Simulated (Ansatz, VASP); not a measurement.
## One calculation of Zn, two programs

INCAR

```
  PREC = Accurate
  ENCUT = 520
  EDIFF = 1E-7
  ISMEAR = -1
  SIGMA = 0.1
  LREAL = False
  LASPH = True
  NELM = 100
  ALGO = Normal
  ISIF = 2
  LWAVE = False
  LCHARG = True
  GGA = PE
  LELF = True
  LVHAR = True
  NBANDS = 19
```

Contents of KPOINTS:

```
regular mesh
0
Gamma
  11 11 11
```

POSCAR

```
Zn
1.0
    0.0000000000      2.7909292042      2.7909292042
    2.7909292042      0.0000000000      2.7909292042
    2.7909292042      2.7909292042      0.0000000000
Zn
2
Direct
    0.1250000000      0.1250000000      0.1250000000
    0.8750000000      0.8750000000      0.8750000000
```

Input for Ansatz:

```yaml
crystal:
  lattice:
    - [0.0, 2.7909292042, 2.7909292042]
    - [2.7909292042, 0.0, 2.7909292042]
    - [2.7909292042, 2.7909292042, 0.0]
  atoms:
    - { symbol: Zn, position: [0.125, 0.125, 0.125] }
    - { symbol: Zn, position: [0.875, 0.875, 0.875] }
hamiltonian:
  xc: pbe
  pseudopotentials:
    kind: paw
    azcp:
      Zn: "pseudopotentials/Zn.paw.azcp"
basis:
  ecutwfc: 420
  fft_grid_basis: typed
kpoints:
  mp_grid: { grid: [11, 11, 11], shift: [0, 0, 0] }
magnetization:
  spin_polarized: false
scf:
  occupations: { method: fermi_dirac, width: 0.1 }
  lower_state_search: "off"
output:
  stress: true
  write_density: true
  write_potential: true
  elf: true
  volumetric_format: npy
```

Alike in both runs: task single point; functional PBE; k mesh 11 × 11 × 11; occupations fermi-dirac, width 0.1 eV; no spin polarisation.

```csv
,VASP,Ansatz
version,VASP 6.6.1,Ansatz 0.2.0
potentials or method,"VASP PAW PBE potentials, release 64 (Zn)","plane waves (420 eV) with PAW, scalar-relativistic"
plane-wave cutoff (eV),520,420
valence electrons in the cell,24,24
```

Ansatz gave:

* pressure (GPa): 4.6

Task: Estimate VASP's values.

Result: Pressure (GPa): 4.9.
